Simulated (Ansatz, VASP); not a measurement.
**Cross-check of Ti3Pt between VASP and Ansatz**

Aim: how closely do two programs agree when they are given the same cell, functional and k mesh? The two relaxations start from unlike cells of this crystal (the structure described is Ansatz's start), so only their ends are compared.

Program: Ansatz 0.2.0. Level of theory: plane waves, with VASP 6.6.1 beside it; relaxation of cell and atoms at BLYP and relaxation of cell and atoms at PBEsol with D3(BJ). Results are calculated unless marked as measured.

## 1. Set-up

Symmetry: Pm-3n, No. 223, cubic system. Conventional cell: a = 5.030 Å, b = 5.030 Å, c = 5.030 Å, α = 90.00°, β = 90.00°, γ = 90.00°. Nearest to Ti lie 2 Ti at 2.51 to 2.52 Å and 4 Pt at 2.81 Å. Nearest to Pt lie 12 Ti at 2.81 Å. Farther neighbours are not listed.

## 2. VASP: relaxation of cell and atoms, BLYP

The relaxed volume is the usual yardstick between codes: in a stiff, nearly cubic crystal its relative difference is about their pressure difference at one cell divided by the bulk modulus.

Lines of VASP's logs that name or quote its potential files are left out, and so is its time.

Input file INCAR:

```
SYSTEM = Ti3Pt
PREC = Accurate
ENCUT = 500
EDIFF = 1E-07
NELM = 120
ISMEAR = 0
SIGMA = 0.1
LREAL = .FALSE.
ALGO = Normal
GGA = B5
ALDAX = 1
AGGAX = 1
AGGAC = 1
ALDAC = 0
NBANDS = 57
LASPH = .TRUE.
LORBIT = 11
LWAVE = .FALSE.
LCHARG = .FALSE.
ISIF = 3
IBRION = 2
NSW = 80
EDIFFG = -0.005
GGA_COMPAT = .FALSE.
NELMIN = 4
KPAR = 2
```

Input file POSCAR:

```
Ti3Pt
1.0
    5.1054376202      0.0000000000      0.0000000000
    0.0000000000      5.1054376202      0.0000000000
    0.0000000000      0.0000000000      5.1054376202
Ti Pt
6 2
Direct
    0.2500000000      0.0000000000      0.5000000000
    0.5000000000      0.7500000000      0.0000000000
    0.7500000000      0.0000000000      0.5000000000
    0.5000000000      0.2500000000      0.0000000000
    0.0000000000      0.5000000000      0.7500000000
    0.0000000000      0.5000000000      0.2500000000
    0.0000000000      0.0000000000      0.0000000000
    0.5000000000      0.5000000000      0.5000000000
```

Input file KPOINTS:

```
Automatic mesh
0
Gamma
6 6 6
0 0 0
```

PAW data sets: Ti_sv and Pt (PBE family, release 64).

On the command line:

```bash
$ mpirun -np 2 vasp_std
```

Numbers of over 12 decimals in the logs are rounded to 6 here.

Log:

```text
[banner, memory and clock lines left out]
running    2 mpi-ranks, on    1 nodes
 distrk:  each k-point on    1 cores,    2 groups
 distr:  one band on    1 cores,    1 groups

 POSCAR found type information on POSCAR TiPt
 POSCAR found :  2 types and       8 ions
|                                                                             |
|               ----> ADVICE to this user running VASP <----                  |
|                                                                             |
|     You enforced a specific xc type in the INCAR file but a different       |
|     [... a line on the potential file left out ...]
|     I HOPE YOU KNOW WHAT YOU ARE DOING!                                     |
|                                                                             |

 LDA part: xc-table for (Slater(with rela. corr.)+VWN5), standard interpolation
 POSCAR, INCAR and KPOINTS ok, starting setup
 FFT: planning ... GRIDC
 FFT: planning ... GRID_SOFT
 FFT: planning ... GRID
 WAVECAR not read
 entering main loop
       N       E                     dE             d eps       ncg     rms          rms(c)
DAV:   1     0.128245344711E+04    0.12825E+04   -0.44208E+04  2312   0.193E+03
DAV:   2     0.121747920320E+03   -0.11607E+04   -0.11302E+04  2288   0.594E+02
DAV:   3    -0.408551004352E+02   -0.16260E+03   -0.15602E+03  3454   0.190E+02
DAV:   4    -0.611738204082E+02   -0.20319E+02   -0.19877E+02  3392   0.600E+01
DAV:   5    -0.626496846733E+02   -0.14759E+01   -0.14710E+01  3528   0.142E+01    0.230E+01
DAV:   6    -0.561775188594E+02    0.64722E+01   -0.24037E+01  2982   0.302E+01    0.632E+00
DAV:   7    -0.559746481133E+02    0.20287E+00   -0.27992E+00  3040   0.725E+00    0.315E+00
DAV:   8    -0.559570827766E+02    0.17565E-01   -0.57138E-01  3259   0.310E+00    0.243E+00
DAV:   9    -0.559524809383E+02    0.46018E-02   -0.25633E-01  3320   0.341E+00    0.411E-01
DAV:  10    -0.559511185208E+02    0.13624E-02   -0.31705E-02  2998   0.111E+00    0.262E-01
DAV:  11    -0.559514085490E+02   -0.29003E-03   -0.30454E-03  3304   0.301E-01    0.115E-01
DAV:  12    -0.559514555558E+02   -0.47007E-04   -0.51469E-04  3086   0.127E-01    0.203E-02
DAV:  13    -0.559514270310E+02    0.28525E-04   -0.31037E-05  3288   0.315E-02    0.684E-03
DAV:  14    -0.559514255878E+02    0.14432E-05   -0.30820E-06  2744   0.110E-02    0.305E-03
DAV:  15    -0.559514260764E+02   -0.48867E-06   -0.45973E-07  2216   0.401E-03    0.746E-04
DAV:  16    -0.559514260385E+02    0.37937E-07   -0.47505E-08  1672   0.151E-03
   1 F= -.55951426E+02 E0= -.55920533E+02  d E =-.559514E+02
 curvature:   0.00 expect dE= 0.000E+00 dE for cont linesearch  0.000E+00
 trial: gam= 0.00000 g(F)=  0.289E-50 g(S)=  0.356E-04 ort = 0.000E+00 (trialstep = 0.100E+01)
 search vector abs. value=  0.356E-04
 bond charge predicted
       N       E                     dE             d eps       ncg     rms          rms(c)
DAV:   1    -0.559521362714E+02   -0.71019E-03   -0.17909E-02  2835   0.989E-01    0.205E-01
DAV:   2    -0.559514807095E+02    0.65556E-03   -0.37583E-03  3038   0.370E-01    0.768E-02
DAV:   3    -0.559514161175E+02    0.64592E-04   -0.47571E-04  2972   0.991E-02    0.263E-02
DAV:   4    -0.559514194668E+02   -0.33493E-05   -0.15042E-04  3146   0.561E-02    0.140E-02
DAV:   5    -0.559514220751E+02   -0.26083E-05   -0.22862E-05  3230   0.176E-02    0.647E-03
DAV:   6    -0.559514290309E+02   -0.69558E-05   -0.21218E-05  3029   0.132E-02    0.932E-03
DAV:   7    -0.559514320063E+02   -0.29754E-05   -0.37957E-06  2907   0.878E-03    0.213E-03
DAV:   8    -0.559514326537E+02   -0.64732E-06   -0.15485E-06  2754   0.402E-03    0.396E-04
DAV:   9    -0.559514326610E+02   -0.73778E-08   -0.82366E-08  1422   0.177E-03
   2 F= -.55951433E+02 E0= -.55920509E+02  d E =-.662255E-05
 trial-energy change:   -0.000007  1 .order    0.000002   -0.000036    0.000040
 step:   0.6331(harm=  0.4739)  dis= 0.00000  next Energy=   -55.951439 (dE=-0.135E-04)
 bond charge predicted
       N       E                     dE             d eps       ncg     rms          rms(c)
DAV:   1    -0.559515364373E+02   -0.10378E-03   -0.24130E-03  2804   0.362E-01    0.754E-02
DAV:   2    -0.559514436662E+02    0.92771E-04   -0.51046E-04  2982   0.136E-01    0.283E-02
DAV:   3    -0.559514368023E+02    0.68639E-05   -0.63903E-05  2925   0.362E-02    0.968E-03
DAV:   4    -0.559514379747E+02   -0.11724E-05   -0.20224E-05  3124   0.206E-02    0.515E-03
DAV:   5    -0.559514384841E+02   -0.50941E-06   -0.30736E-06  2687   0.645E-03    0.233E-03
DAV:   6    -0.559514392177E+02   -0.73357E-06   -0.28654E-06  2674   0.478E-03    0.340E-03
DAV:   7    -0.559514391878E+02    0.29877E-07   -0.43428E-07  2009   0.309E-03
   3 F= -.55951439E+02 E0= -.55920528E+02  d E =-.131493E-04
 curvature:  -0.22 expect dE=-0.179E-05 dE for cont linesearch -0.179E-05
 trial: gam= 0.00000 g(F)=  0.136E-49 g(S)=  0.829E-05 ort =-0.172E-04 (trialstep = 0.927E+00)
 search vector abs. value=  0.829E-05
 reached required accuracy - stopping structural energy minimisation
```

Parts of OUTCAR (step 2):

```text
ion  position               nearest neighbor table
   1  0.250  0.000  0.500-   3 2.55   3 2.55   8 2.85   7 2.85   8 2.85   7 2.85
   2  0.500  0.750  0.000-   4 2.55   4 2.55   8 2.85   8 2.85   7 2.85   7 2.85
   3  0.750  0.000  0.500-   1 2.55   1 2.55   8 2.85   7 2.85   8 2.85   7 2.85
   4  0.500  0.250  0.000-   2 2.55   2 2.55   8 2.85   8 2.85   7 2.85   7 2.85
   5  0.000  0.500  0.750-   6 2.55   6 2.55   8 2.85   7 2.85   7 2.85   8 2.85
   6  0.000  0.500  0.250-   5 2.55   5 2.55   8 2.85   7 2.85   7 2.85   8 2.85
   7  0.000  0.000  0.000-   1 2.85   2 2.85   3 2.85   4 2.85   5 2.85   6 2.85   1 2.85   3 2.85
                             5 2.85   6 2.85   2 2.85   4 2.85
   8  0.500  0.500  0.500-   1 2.85   2 2.85   3 2.85   4 2.85   5 2.85   6 2.85   2 2.85   4 2.85
                             1 2.85   3 2.85   5 2.85   6 2.85

  LATTYP: Found a simple cubic cell.
 ALAT       =     5.1054376202

 Subroutine GETGRP returns: Found 48 space group operations
 (whereof 24 operations were pure point group operations)

The static configuration has the point symmetry T_h .
 The point group associated with its full space group is O_h .

 Found     20 irreducible k-points:

   k-points           NKPTS =     20   k-points in BZ     NKDIM =     20   number of bands    NBANDS=     57

   dimension x,y,z NGX =    40 NGY =   40 NGZ =   40
   dimension x,y,z NGXF=    80 NGYF=   80 NGZF=   80

   ENCUT  =  500.0 eV  36.75 Ry    6.06 a.u.   9.31  9.31  9.31*2*pi/ulx,y,z

   NELECT =      92.0000    total number of electrons

 k-points in reciprocal lattice and weights: Automatic mesh
   0.00000000  0.00000000  0.00000000       0.005
   0.16666667  0.00000000  0.00000000       0.028
   0.33333333  0.00000000  0.00000000       0.028
   0.50000000  0.00000000  0.00000000       0.014
   0.16666667  0.16666667  0.00000000       0.056
   0.33333333  0.16666667  0.00000000       0.111
   0.50000000  0.16666667  0.00000000       0.056
   0.33333333  0.33333333  0.00000000       0.056
   0.50000000  0.33333333  0.00000000       0.056
[...]
0.50000000  0.50000000  0.33333333       0.028
   0.50000000  0.50000000  0.50000000       0.005

 average (electrostatic) potential at core
       1 -71.1814       2 -71.1814       3 -71.1814       4 -71.1814       5 -71.1814
       6 -71.1814       7 -65.3821       8 -65.3821

 E-fermi :   9.3688

 k-point     1 :       0.0000    0.0000    0.0000
  band No.  band energies     occupation
    ...
     45       8.6946      2.00000
     46       8.6946      2.00000
     47       8.9411      2.00000
     48       8.9411      2.00000
     49       9.1035      1.99982
     50      10.2897      0.00000
     51      10.2897      0.00000
     52      10.6318      0.00000
     53      10.6318      0.00000
     54      10.6318      0.00000
    ...

 k-point     2 :       0.1667    0.0000    0.0000
  band No.  band energies     occupation
    ...
     45       8.8672      2.00000
     46       8.8672      2.00000
     47       9.0360      2.00000
     48       9.1499      1.99804
     49       9.2691      1.84139
     50      10.2060      0.00000
     51      10.3736      0.00000
     52      10.6017      0.00000
     53      10.6264      0.00000
     54      10.6264      0.00000
    ...

 k-point     3 :       0.3333    0.0000    0.0000
  band No.  band energies     occupation
    ...
     43       8.7004      2.00000
     44       8.8429      2.00000
     45       9.1859      1.99030
     46       9.2935      1.71295
     47       9.2935      1.71294
     48       9.6008      0.00103
     49       9.6742      0.00002
     50      10.0932      0.00000
     51      10.4629      0.00000
     52      10.4855      0.00000
    ...

  Total       -0.0214118     -0.0214118     -0.0214118      0.0000000     -0.0000000      0.0000000
  in kB       -0.2576580     -0.2576580     -0.2576580      0.0000000     -0.0000000      0.0000000
  external PRESSURE =      -0.2576580 kB  Pullay stress =       0.0000000 kB

  energy-cutoff  :      500.00
  volume of cell :      133.14
      direct lattice vectors                 reciprocal lattice vectors
     5.106302515 -0.000000000  0.000000000     0.195836419  0.000000000 -0.000000000
    -0.000000000  5.106302515  0.000000000     0.000000000  0.195836419  0.000000000
     0.000000000 -0.000000000  5.106302515    -0.000000000 -0.000000000  0.195836419

 POSITION                                       TOTAL-FORCE (eV/Angst)
 -----------------------------------------------------------------------------------
      1.27658     -0.00000      2.55315         0.000000      0.000000     -0.000000
      2.55315      3.82973      0.00000        -0.000000     -0.000000     -0.000000
      3.82973     -0.00000      2.55315        -0.000000     -0.000000      0.000000
      2.55315      1.27658      0.00000        -0.000000      0.000000     -0.000000
     -0.00000      2.55315      3.82973         0.000000     -0.000000      0.000000
     -0.00000      2.55315      1.27658        -0.000000     -0.000000     -0.000000
      0.00000      0.00000      0.00000         0.000000      0.000000      0.000000
      2.55315      2.55315      2.55315         0.000000      0.000000      0.000000
 -----------------------------------------------------------------------------------
    total drift:                                0.000000     -0.000000      0.000000

  FREE ENERGIE OF THE ION-ELECTRON SYSTEM (eV)
  ---------------------------------------------------
  free  energy   TOTEN  =       -55.9514391878 eV

  energy  without entropy=      -55.8896160081  energy(sigma->0) =      -55.92052760

 reached required accuracy - stopping structural energy minimisation

 total charge
# of ion       s       p       d       tot
------------------------------------------
    1        2.225   6.117   1.963  10.306
    2        2.225   6.117   1.963  10.306
    3        2.225   6.117   1.963  10.306
    4        2.225   6.117   1.963  10.306
    5        2.225   6.117   1.963  10.306
    6        2.225   6.117   1.963  10.306
    7        0.807   0.671   7.930   9.409
    8        0.807   0.671   7.930   9.409
--------------------------------------------------
tot         14.967  38.046  27.638  80.651

[... 3 further parts left out ...]
```

[end of part 1 of 2]

[Lines on the potential files, build, host, timing and source positions are cut from VASP's logs without a mark.]

[Logs are printed without paths, hosts, clocks, repeated set-up lines and the standing remarks that a program may print on its own settings, such as how far it seeks lower states.]

[Hosts, paths, dates, database ids (printed as entryN), source tags and the programs' standing remarks are cut or masked in the printed files.]
